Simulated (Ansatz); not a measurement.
Base system: ZnTe in the zinc blende structure (space group F-43m, No. 216; a = 6.179 Å).

Now apply this change: cell and atoms relaxed at a pressure of 1.8 GPa.

Levels (all Ansatz, a quantum-chemistry and plane-wave program, PAW): PBE (420 eV, spin-orbit coupling left out); PBE+SOC (420 eV, with spin-orbit coupling).

The geometry is relaxed with PBE.

| Property | Result |
|---|---|
| PBE electron mass | 0.086 mₑ (at Γ) |
| PBE lowest conduction level above the VBM at special points | Γ 1.25 eV; L 1.79 eV; X 2.27 eV; U 2.67 eV |
| PBE pressure | 1.80 GPa |

### Question
What does PBE+SOC give at this geometry for the electron mass, lowest conduction level above the VBM at special points and pressure?

### Answer
The electron mass becomes 0.079 mₑ (at Γ) (PBE: 0.086 mₑ (at Γ)); the lowest conduction level above the VBM at special points goes from Γ 1.25 eV; L 1.79 eV; X 2.27 eV; U 2.67 eV to Γ 0.97 eV; L 1.51 eV; X 1.99 eV; U 2.37 eV; the pressure stays essentially unchanged (1.80 GPa against 1.85 GPa). The threefold valence maximum splits by Δso ≈ 0.89 eV.

Single points use the geometry relaxed with PBE. The spin-orbit shifts are approximate. With Te present, leaving out spin-orbit coupling can change the band edges. The levels and masses belong to the bands next to the band gap. Load acts through the strain it causes; cell and atoms are relaxed under it. Masses are band curvatures over ±0.01 Å⁻¹ around the edge. Whether these cells are dynamically stable was not tested.
